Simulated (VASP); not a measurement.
The system is Ni.

```
CELL_PARAMETERS angstrom
0.00000 1.73757 1.73757
1.73757 0.00000 1.73757
1.73757 1.73757 0.00000
ATOMIC_POSITIONS crystal
Ni 0.00000 0.00000 0.00000
```

- Program: VASP 6.6.1
- Task: relaxation of cell and atoms
- Functional: PW91
- Potentials or basis: VASP PAW PBE potentials, release 64 (Ni)
- Cutoff: 600 eV
- k mesh: 13 × 13 × 13
- Occupations: fermi-dirac, width 0.05 eV
- Spin: collinear spin, ferromagnetic start
- Starting moments: [1.0] μB

At the start: pressure 8.2 GPa; volume 10.49 Å³/atom.

Problem. How do energy, volume and symmetry change on relaxing?

Solution. Over 3 steps the energy falls by 9.9 meV/atom and the volume is 10.90 Å³/atom (+3.9 %); space group Fm-3m (No. 225, to 0.05 Å); moment 0.62 μB per cell.

Step by step:
```csv
step,energy change (eV),largest force (eV/Å),pressure (GPa),volume (Å³)
1,0.0000,0.0000,8.17,10.49
2,-0.0002,0.0000,-6.92,11.33
3,-0.0099,0.0000,-0.02,10.90
```

Final structure:
```xyz
1
Lattice="0.0000 1.7597 1.7597 1.7597 0.0000 1.7597 1.7597 1.7597 0.0000" Properties=species:S:1:pos:R:3 pbc="T T T"
Ni    0.0000    0.0000    0.0000
```

Caveat: the PAW data sets were made with another functional, which shifts forces and pressure a little.
